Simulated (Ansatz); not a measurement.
SnTe under changes of volume

One of the cells (31.281 Å³/atom); the others are scaled copies at fixed shape and fractional positions:

```xyz
2
Lattice="0.0000 3.1509 3.1509 3.1509 0.0000 3.1509 3.1509 3.1509 0.0000" Properties=species:S:1:pos:R:3 pbc="T T T"
Te    3.1509    3.1509    3.1509
Sn    0.0000    0.0000    0.0000
```

| Property | Result |
| --- | --- |
| Program | Ansatz 0.2.0 |
| Functional | RPBE |
| Dispersion | D4 |
| Potentials or basis | Ansatz PAW |
| Cutoff | 420 eV (not typed: the program's choice for these potentials) |
| k mesh | 7 × 7 × 7 |
| Occupations | fermi-dirac, width 0.05 eV |
| Spin | no spin polarisation |

| volume (Å³/atom) | energy over the lowest point (meV/atom) | pressure (GPa) |
| --- | --- | --- |
| 29.404 | 10.41 | 2.5 |
| 30.030 | 3.08 | 1.3 |
| 30.656 | 0.00 | 0.3 |
| 31.281 | 0.75 | -0.6 |
| 31.907 | 4.88 | -1.5 |
| 32.532 | ? | ? |
| 33.158 | 21.45 | -2.6 |

Task: What does the run at 32.532 Å³/atom give?

Result: Energy over the lowest point 11.99 meV/atom; pressure -2.2 GPa.

Worked out: A Birch-Murnaghan fit of order 3 (a polynomial in V^(-2/3)) to the other rows has its minimum at 30.83 Å³/atom with B0 = V·E''(V) = 46 GPa and B' = 5.4. It gives 11.87 meV/atom at 32.532 Å³/atom, against the run's 11.99, and -dE/dV = -2.1 GPa, against -2.2.

Energies are extrapolated to zero smearing.

Caveats: the PAW data sets come from PBE, with cores solved anew for the run's functional, which leaves a small shift of forces and pressure.
